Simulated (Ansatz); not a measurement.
# CoPdO2: the cost of one run

Program: Ansatz 0.2.0. Level of theory: DFT PBE+U, scalar-relativistic, plane waves, PAW. These are calculated values, not measurements.

### 1 Starting point

The structure is trigonal, space group R-3m (No. 166). The conventional cell has a = 2.866 Å, b = 2.866 Å, c = 17.833 Å, α = 90.00°, β = 90.00°, γ = 120.00°. Co (site symmetry -3m) has 6 O at 1.92 Å as nearest neighbours. Pd (site symmetry -3m) has 2 O at 2.00 Å as nearest neighbours. O (site symmetry 3m) has 3 Co at 1.92 Å and 1 Pd at 2.00 Å as nearest neighbours.

As a file:

```
Co Pd O
1.0
     1.43305    0.82737    5.94442
    -1.43305    0.82737    5.94442
     0.00000   -1.65474    5.94442
Co Pd O
1 1 2
Direct
  0.50000 0.50000 0.50000
  0.00000 0.00000 0.00000
  0.88771 0.88771 0.88771
  0.11229 0.11229 0.11229
```

It goes back to an entry of the Materials Project.

This cell was relaxed beforehand with the same method: volume 10.57 Å³/atom, gap on the mesh none (metal).

### 2 Cutting the (001) slab

Miller indices refer to the conventional cell of the relaxed bulk, R-3m (No. 166): a = 2.866 Å, b = 2.866 Å, c = 17.833 Å, α = 90.00°, β = 90.00°, γ = 120.00°.

The slab is a (001) slab, 9.9 Å thick as cut, with 15 Å of vacuum; its outer planes are Pd (top) and O (bottom).

The slab as cut. Layers, bottom to top:

```tsv
plane	atoms per cell	height over the lowest (Å)
1	O	0.00
2	Co	0.97
3	O	1.94
4	Pd	3.94
5	O	5.94
6	Co	6.91
7	O	7.88
8	Pd	9.89
```

### 3 The slab as cut, atoms at the bulk's places

A dipole layer in the vacuum cancels the field that periodic copies would set up if the slab's two faces differ.

Input file input.yaml:

```yaml
crystal:
  lattice:
    - [2.8661014887, 0.0, 0.0]
    - [-1.4330507444, 2.4821166991, 0.0]
    - [0.0, 0.0, 24.8863243027]
  atoms:
    - { symbol: O, position: [0.0, 0.0, 0.3013703393] }
    - { symbol: Co, position: [0.3333333333, 0.6666666667, 0.3403351555] }
    - { symbol: O, position: [0.6666666667, 0.3333333333, 0.3792999716] }
    - { symbol: Pd, position: [0.6666666667, 0.3333333333, 0.4597666572] }
    - { symbol: O, position: [0.6666666667, 0.3333333333, 0.5402333428] }
    - { symbol: Co, position: [0.0, 0.0, 0.5791981589] }
    - { symbol: O, position: [0.3333333333, 0.6666666667, 0.6181629751] }
    - { symbol: Pd, position: [0.3333333333, 0.6666666667, 0.6986296607] }
basis:
  ecutwfc: 420
kpoints:
  mp_grid: { grid: [12, 12, 1] }
hamiltonian:
  xc: pbe
  hubbard: { sites: [{ species: Co, l: d, u_eff: 3.32 }] }
scf:
  occupations: { method: gaussian, width: 0.1 }
output:
  forces: true
  stress: true
  eigenvalues: true
  write_density: true
  write_potential: true
  elf: true
  volumetric_format: npy
efield:
  axis: 3
  dipole_correction: true
```

Command:

```
> ansatz run input.yaml --threads 2 --pin off --max-ram 5120MiB --backend cpu --events-out ev --progress --plain --runs-dir out
```

**Question.** How long does this run take on 2 threads of AMD EPYC 7R43 (Zen 3), shared host, and how much memory does it need?

About 31 s, with a peak of 0.64 GiB.
